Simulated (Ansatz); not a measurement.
# CdS: the cost of one run

Computed with Ansatz 0.2.0 (DFT PBE, scalar-relativistic, plane waves, PAW, unless a step's input says otherwise).

1 further run of the same task is left out (it didn't finish).

## (1) Starting point

It takes space group P4_2/mmc (No. 131, tetragonal). The conventional cell has a = 4.331 Å, b = 4.331 Å, c = 6.125 Å, α = 90.00°, β = 90.00°, γ = 90.00°. Cd (site symmetry mmm) has 4 S at 2.65 Å as nearest neighbours. Around S (site symmetry -4m2) lie 4 Cd at 2.65 Å.

As a file:

```cif
data_structure
_symmetry_space_group_name_H-M 'P4_2/mmc'
_symmetry_Int_Tables_number 131
_cell_length_a 4.3307
_cell_length_b 4.3307
_cell_length_c 6.1245
_cell_angle_alpha 90.000
_cell_angle_beta 90.000
_cell_angle_gamma 90.000
_cell_volume 114.87
loop_
_atom_site_label
_atom_site_type_symbol
_atom_site_symmetry_multiplicity
_atom_site_Wyckoff_symbol
_atom_site_fract_x
_atom_site_fract_y
_atom_site_fract_z
_atom_site_occupancy
Cd1 Cd 2 c 0.00000 0.50000 0.00000 1
S1 S 2 f 0.50000 0.50000 0.25000 1
```

Recipe of the guess: ordered vacancies on the anion sites of fluorite (P4_2/mmc, No. 131). The dimensions are guesses.

## (2) Probe: one point on a coarse mesh

Input file input.yaml:

```yaml
crystal:
  lattice:
    - [4.33069787, 0.0, 0.0]
    - [0.0, 4.33069787, 0.0]
    - [0.0, 0.0, 6.12453166]
  atoms:
    - { symbol: Cd, position: [0.0, 0.5, 0.0] }
    - { symbol: Cd, position: [0.5, 0.0, 0.5] }
    - { symbol: S, position: [0.5, 0.5, 0.25] }
    - { symbol: S, position: [0.5, 0.5, 0.75] }
basis:
  ecutwfc: 420
kpoints:
  mp_grid: { grid: [4, 4, 4] }
hamiltonian:
  xc: pbe
scf:
  occupations: { method: gaussian, width: 0.1 }
  lower_state_search: "off"
output:
  forces: true
  stress: true
  eigenvalues: true
```

On the command line:

```bash
$ ansatz run input.yaml --threads 1 --pin off --max-ram 2048MiB --backend cpu --events-out ev --progress --plain --runs-dir out
```

Q: Estimate wall time and peak memory on 1 thread of Arm Neoverse V2, shared host.

About 2.7 s, with a peak of 0.35 GiB.
